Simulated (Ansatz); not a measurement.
# NbN (Fm-3m): one cell, many starting occupations (series 2), part 2 of 2

How far apart do the states of NbN (Fm-3m) lie when only the starting occupations change? Cell and atoms stay fixed.

Ansatz 0.2.0; DFT r²SCAN without U, plane waves, PAW. Earlier steps stand in the parts before.

## (5) Random orbitals: fully mixed, one electron fewer

input.yaml reads:

```yaml
crystal:
  lattice:
    - [0.0, 2.19450073, 2.19450073]
    - [2.19450073, 0.0, 2.19450073]
    - [4.38900146, 4.38900146, 0.0]
  atoms:
    - { symbol: Nb, position: [0.5, 0.5, 0.25], spin: 1.0 }
    - { symbol: "N", position: [0.0, 0.0, 0.0] }
    - { symbol: Nb, position: [0.5, 0.5, 0.75], spin: -1.0 }
    - { symbol: "N", position: [0.0, 0.0, 0.5] }
basis:
  ecutwfc: 500
  ecutrho_ratio: 4
kpoints:
  mp_grid: { grid: [7, 7, 7] }
hamiltonian:
  xc: r2scan
  hubbard:
    sites:
      - { site: 0, l: d, u_eff: 0.0, starting_ns: [{ spin: up, occupation_matrix: s0up }, { spin: down, occupation_matrix: s0down }] }
      - { site: 2, l: d, u_eff: 0.0, starting_ns: [{ spin: up, occupation_matrix: s2up }, { spin: down, occupation_matrix: s2down }] }
    occupation_matrices:
      s0up:
        matrix:
          - [0.0617, 0.03177, 0.09929, -0.11915, -0.11319]
          - [0.03177, 0.04421, 0.07565, -0.09078, -0.08624]
          - [0.09929, 0.07565, 0.25641, -0.2837, -0.26951]
          - [-0.11915, -0.09078, -0.2837, 0.36043, 0.32341]
          - [-0.11319, -0.08624, -0.26951, 0.32341, 0.32724]
      s0down:
        matrix:
          - [0.02, 0.0, 0.0, 0.0, 0.0]
          - [0.0, 0.02, 0.0, 0.0, 0.0]
          - [0.0, 0.0, 0.02, 0.0, 0.0]
          - [0.0, 0.0, 0.0, 0.02, 0.0]
          - [0.0, 0.0, 0.0, 0.0, 0.02]
      s2up:
        matrix:
          - [0.02, 0.0, 0.0, 0.0, 0.0]
          - [0.0, 0.02, 0.0, 0.0, 0.0]
          - [0.0, 0.0, 0.02, 0.0, 0.0]
          - [0.0, 0.0, 0.0, 0.02, 0.0]
          - [0.0, 0.0, 0.0, 0.0, 0.02]
      s2down:
        matrix:
          - [0.04752, -0.01295, 0.00971, -0.08905, -0.13114]
          - [-0.01295, 0.0261, -0.00457, 0.0419, 0.06171]
          - [0.00971, -0.00457, 0.02343, -0.03143, -0.04629]
          - [-0.08905, 0.0419, -0.03143, 0.3081, 0.42429]
          - [-0.13114, 0.06171, -0.04629, 0.42429, 0.64486]
    ns_hold: until_converged
scf:
  occupations: { method: gaussian, width: 0.05 }
  lower_state_search: "off"
  max_iter: 150
output:
  forces: true
  stress: true
  eigenvalues: true
  populations: true
  hubbard: { sites: [{ site: 0, l: d }, { site: 2, l: d }] }
magnetization:
  spin_polarized: true
```

The typed matrices are held until the SCF converges, then released.

The run is started by

```console
$ ansatz run input.yaml --threads 4 --pin off --max-ram 6144MiB --backend cpu --events-out ev --progress --plain --runs-dir out
```

What it wrote, cut to the lines that bear on the results:

```text
Warning: crystal.symmetry: narrowed to the stabiliser of the occupation matrices — unitary ops 12 → 2, anti-unitary 12 → 0; lowered by the specified shells (site 0, l: d), (site 2, l: d); largest admitted image defect 2.2e-16, smallest excluded 3.2e-1 — at a splitting's scale: the group [...]
Warning: RAYON_NUM_THREADS=4 ignored (pool sized by the plan → 4); use --threads N
Nb: projections on atomic orbitals take those of the free atom [Ar 3d10] 4s2 4p6 4d4 5s1, of charge +0.00 (hamiltonian.pseudopotentials.projection_atoms); the dataset's partial waves leave at most 4.9e-6 of an orbital's norm unspanned inside its sphere
N: projections on atomic orbitals take those of the free atom [He] 2s2 2p3, of charge +0.00 (hamiltonian.pseudopotentials.projection_atoms); the dataset's partial waves leave at most 9.3e-9 of an orbital's norm unspanned inside its sphere
[...]
Pseudopotentials: kind: paw
Pseudopotential: Nb, paw, valence charge 13, recommended cutoff 500 eV (meta_gga), Nb.paw.azcp
Pseudopotential: N, paw, valence charge 5, recommended cutoff 500 eV (meta_gga), N.paw.azcp
Functional definition: r2SCAN
[...]
Crystal: 4 atoms, lattice volume = 42.273 Å³
Basis set: ecut = 500 eV, 1081 PW (Γ), exchange–correlation on 96×96×192 points (64 copies of the dense FFT grid, shifted against one another)
[...]
WARN: the starting moments were not kept: the SCF closed with an absolute magnetisation of 1.7e-5 μB, where they sum to 2 μB in size (2 sites). That is at most 0.1 of that sum. Measured as dr2_m measures the in/out step, that magnetisation stands 4.3e-11 eV from none, at or under the [...]
WARN: hamiltonian.hubbard: on 2 of 4 specified blocks the occupation matrix of this SCF's result fails the test of the specified filling. At site 0 ↑ (sites count from 0 in the list of atoms of the cell that this SCF solves) the least filled combination of the orbitals specified full has [...]
  spilling = 0.003660 (of n_electrons = 36.000000)
--- Occupation matrices: 2 shells (run DFT+U table (all-electron-ortho-atomic); ε = 2.00e-2, provisional) ---
  Nb0 d_4D: site group Oh (m-3m); on the run's cell D3d (-3m)
  Nb0 d_4D up     Tr n = 1.9559  λ = 0.315 0.315 0.441 0.441 0.444  [2× z2 0.50 (Eg 1.00) Eg(1.00)/Eg(1.00) | 3× xz 0.33 (T2g 1.00) T2g(1.00)/Eg(0.67)]
  Nb0 d_4D dn     Tr n = 1.9559  λ = 0.315 0.315 0.441 0.441 0.444  [2× z2 0.50 (Eg 1.00) Eg(1.00)/Eg(1.00) | 3× xz 0.33 (T2g 1.00) T2g(1.00)/Eg(0.67)]
  specified occupation → Nb0 d_4D up: matrix, ‖Δ‖_F = 0.9524, Tr Δ = -0.9059, displaced = 1.0367, d_λ = 0.8976; orbital distance = 0.9670
  specified occupation → Nb0 d_4D dn: matrix, ‖Δ‖_F = 0.8416, Tr Δ = -1.8559, displaced = 0.9279, d_λ = 0.8416; orbital distance = 0.0000
  Nb2 d_4D: site group Oh (m-3m); on the run's cell D3d (-3m)
  Nb2 d_4D up     Tr n = 1.9559  λ = 0.315 0.315 0.441 0.441 0.444  [2× z2 0.50 (Eg 1.00) Eg(1.00)/Eg(1.00) | 3× xz 0.33 (T2g 1.00) T2g(1.00)/Eg(0.67)]
  Nb2 d_4D dn     Tr n = 1.9559  λ = 0.315 0.315 0.441 0.441 0.444  [2× z2 0.50 (Eg 1.00) Eg(1.00)/Eg(1.00) | 3× xz 0.33 (T2g 1.00) T2g(1.00)/Eg(0.67)]
  specified occupation → Nb2 d_4D up: matrix, ‖Δ‖_F = 0.8416, Tr Δ = -1.8559, displaced = 0.9279, d_λ = 0.8416; orbital distance = 0.0000
  specified occupation → Nb2 d_4D dn: matrix, ‖Δ‖_F = 0.9430, Tr Δ = -0.9058, displaced = 1.0271, d_λ = 0.8976; orbital distance = 0.9425
  Tr n, λ and their labels are of the run-group-symmetrised matrices; stabiliser: 48 of 48 elements of G0×{1,Θ} (closed), max defect 7.5e-6 at τ = 4.2e-3
```

It took 37 s on 4 threads of Intel Xeon Platinum 8488C (Sapphire Rapids), shared host; peak memory 0.94 GiB.

Result: no gap, pressure 5.1 GPa, no moment over 0.05 μB in any sphere, largest force component 0.00 eV/Å, 2 symmetry operations imposed. The program reports that the typed filling wasn't kept.

How the shells are filled (orbitals counted by the eigenvalues of the occupation matrices):

| shell | channel | electrons | over 0.8 | 0.2 to 0.8 | under 0.2 |
| --- | --- | --- | --- | --- | --- |
| Nb 4d (atom 1) | up | 1.96 | 0 | 5 | 0 |
| Nb 4d (atom 1) | down | 1.96 | 0 | 5 | 0 |

## (6) Random orbitals: drawn by pairs, first filling

Edit input.yaml of step 5 so:

```diff
@@ -6,5 +6,5 @@
   atoms:
-    - { symbol: Nb, position: [0.5, 0.5, 0.25], spin: 1.0 }
+    - { symbol: Nb, position: [0.5, 0.5, 0.25], spin: 2.0 }
     - { symbol: "N", position: [0.0, 0.0, 0.0] }
-    - { symbol: Nb, position: [0.5, 0.5, 0.75], spin: -1.0 }
+    - { symbol: Nb, position: [0.5, 0.5, 0.75], spin: -2.0 }
     - { symbol: "N", position: [0.0, 0.0, 0.5] }
@@ -24,7 +24,7 @@
         matrix:
-          - [0.0617, 0.03177, 0.09929, -0.11915, -0.11319]
-          - [0.03177, 0.04421, 0.07565, -0.09078, -0.08624]
-          - [0.09929, 0.07565, 0.25641, -0.2837, -0.26951]
-          - [-0.11915, -0.09078, -0.2837, 0.36043, 0.32341]
-          - [-0.11319, -0.08624, -0.26951, 0.32341, 0.32724]
+          - [0.495, -0.475, 0.0, 0.0, 0.0]
+          - [-0.475, 0.495, 0.0, 0.0, 0.0]
+          - [0.0, 0.0, 0.02, 0.0, 0.0]
+          - [0.0, 0.0, 0.0, 0.73413, 0.41042]
+          - [0.0, 0.0, 0.0, 0.41042, 0.25587]
       s0down:
@@ -45,8 +45,8 @@
         matrix:
-          - [0.04752, -0.01295, 0.00971, -0.08905, -0.13114]
-          - [-0.01295, 0.0261, -0.00457, 0.0419, 0.06171]
-          - [0.00971, -0.00457, 0.02343, -0.03143, -0.04629]
-          - [-0.08905, 0.0419, -0.03143, 0.3081, 0.42429]
-          - [-0.13114, 0.06171, -0.04629, 0.42429, 0.64486]
-    ns_hold: until_converged
+          - [0.495, -0.475, 0.0, 0.0, 0.0]
+          - [-0.475, 0.495, 0.0, 0.0, 0.0]
+          - [0.0, 0.0, 0.02, 0.0, 0.0]
+          - [0.0, 0.0, 0.0, 0.73413, 0.41042]
+          - [0.0, 0.0, 0.0, 0.41042, 0.25587]
+    ns_hold: { iters: 5 }
 scf:
```

The typed matrices are held for 5 cycles.

The run is started by

```console
$ ansatz run input.yaml --threads 4 --pin off --max-ram 6144MiB --backend cpu --events-out ev --progress --plain --runs-dir out
```

What it wrote, cut to the lines that bear on the results:

```text
Warning: crystal.symmetry: narrowed to the stabiliser of the occupation matrices — unitary ops 12 → 2, anti-unitary 12 → 2; lowered by the specified shells (site 0, l: d), (site 2, l: d); largest admitted image defect 2.2e-16, smallest excluded 2.4e-1 — at a splitting's scale: the group [...]
Warning: RAYON_NUM_THREADS=4 ignored (pool sized by the plan → 4); use --threads N
Nb: projections on atomic orbitals take those of the free atom [Ar 3d10] 4s2 4p6 4d4 5s1, of charge +0.00 (hamiltonian.pseudopotentials.projection_atoms); the dataset's partial waves leave at most 4.9e-6 of an orbital's norm unspanned inside its sphere
N: projections on atomic orbitals take those of the free atom [He] 2s2 2p3, of charge +0.00 (hamiltonian.pseudopotentials.projection_atoms); the dataset's partial waves leave at most 9.3e-9 of an orbital's norm unspanned inside its sphere
[...]
[... 4 set-up lines as earlier in the session ...]
[...]
Crystal: 4 atoms, lattice volume = 42.273 Å³
Basis set: ecut = 500 eV, 1081 PW (Γ), exchange–correlation on 96×96×192 points (64 copies of the dense FFT grid, shifted against one another)
[...]
WARN: the starting moments were not kept: the SCF closed with an absolute magnetisation of 1.1e-5 μB, where they sum to 4 μB in size (2 sites). That is at most 0.1 of that sum. Measured as dr2_m measures the in/out step, that magnetisation stands 2.3e-11 eV from none, at or under the [...]
WARN: hamiltonian.hubbard: on 2 of 4 specified blocks the occupation matrix of this SCF's result fails the test of the specified filling. At site 0 ↑ (sites count from 0 in the list of atoms of the cell that this SCF solves) the least filled combination of the orbitals specified full has [...]
  spilling = 0.003660 (of n_electrons = 36.000000)
--- Occupation matrices: 2 shells (run DFT+U table (all-electron-ortho-atomic); ε = 2.00e-2, provisional) ---
  Nb0 d_4D: site group Oh (m-3m); on the run's cell D3d (-3m)
  Nb0 d_4D up     Tr n = 1.9559  λ = 0.315 0.315 0.441 0.441 0.444  [2× z2 0.50 (Eg 1.00) Eg(1.00)/Eg(1.00) | 3× xz 0.33 (T2g 1.00) T2g(1.00)/Eg(0.67)]
  Nb0 d_4D dn     Tr n = 1.9559  λ = 0.315 0.315 0.441 0.441 0.444  [2× z2 0.50 (Eg 1.00) Eg(1.00)/Eg(1.00) | 3× xz 0.33 (T2g 1.00) T2g(1.00)/Eg(0.67)]
  specified occupation → Nb0 d_4D up: matrix, ‖Δ‖_F = 1.1010, Tr Δ = +0.0441, displaced = 1.2004, d_λ = 0.9527; orbital distance = 1.5282
  specified occupation → Nb0 d_4D dn: matrix, ‖Δ‖_F = 0.8416, Tr Δ = -1.8559, displaced = 0.9279, d_λ = 0.8416; orbital distance = 0.0000
  Nb2 d_4D: site group Oh (m-3m); on the run's cell D3d (-3m)
  Nb2 d_4D up     Tr n = 1.9559  λ = 0.315 0.315 0.441 0.441 0.444  [2× z2 0.50 (Eg 1.00) Eg(1.00)/Eg(1.00) | 3× xz 0.33 (T2g 1.00) T2g(1.00)/Eg(0.67)]
  Nb2 d_4D dn     Tr n = 1.9559  λ = 0.315 0.315 0.441 0.441 0.444  [2× z2 0.50 (Eg 1.00) Eg(1.00)/Eg(1.00) | 3× xz 0.33 (T2g 1.00) T2g(1.00)/Eg(0.67)]
  specified occupation → Nb2 d_4D up: matrix, ‖Δ‖_F = 0.8416, Tr Δ = -1.8559, displaced = 0.9279, d_λ = 0.8416; orbital distance = 0.0000
  specified occupation → Nb2 d_4D dn: matrix, ‖Δ‖_F = 1.1010, Tr Δ = +0.0441, displaced = 1.2004, d_λ = 0.9527; orbital distance = 1.5282
  Tr n, λ and their labels are of the run-group-symmetrised matrices; stabiliser: 48 of 48 elements of G0×{1,Θ} (closed), max defect 6.4e-6 at τ = 4.2e-3
```

Wall time 17 s (4 threads of Intel Xeon Platinum 8488C (Sapphire Rapids), shared host); peak memory 0.9 GiB.

End state: no gap, pressure 5.1 GPa, no moment over 0.05 μB in any sphere, largest force component 0.00 eV/Å, 2 symmetry operations imposed. The program reports that the typed filling wasn't kept.

The shells' filling, with natural orbitals sorted by occupation:

| shell | channel | electrons | over 0.8 | 0.2 to 0.8 | under 0.2 |
| --- | --- | --- | --- | --- | --- |
| Nb 4d (atom 1) | up | 1.96 | 0 | 5 | 0 |
| Nb 4d (atom 1) | down | 1.96 | 0 | 5 | 0 |

## (7) Results

The summary covers parts 1 to 2.

Energies count from the lowest free state and have the smearing extrapolated to zero.

| start | energy (meV/atom) | gap (eV) | pressure (GPa) | largest moment (μB) | SCF cycles | time |
| --- | --- | --- | --- | --- | --- | --- |
| from atoms, default search (earlier series) | 0.0 | metal | 5.1 | 0.00 | 18 | 10 s |
| random orbitals: fully mixed, one electron fewer | 0.0 | metal | 5.1 | 0.00 | 33 | 37 s |
| random orbitals: single harmonics, first filling | 0.0 | metal | 5.1 | 0.00 | 31 | 7.1 s |
| random orbitals: fully mixed, first filling | 0.0 | metal | 5.1 | 0.00 | 32 | 50 s |
| random orbitals: drawn by pairs, first filling | 0.0 | metal | 5.1 | 0.00 | 26 | 17 s |
| random orbitals: single harmonics, second filling | 0.0 | metal | 5.1 | 0.00 | 30 | 56 s |

The 6 free runs end within about 1 meV/atom of each other. The run with the program's default settings reaches the lowest one found. The lowest state found need not be the ground state, and the geometry wasn't relaxed for any of them.
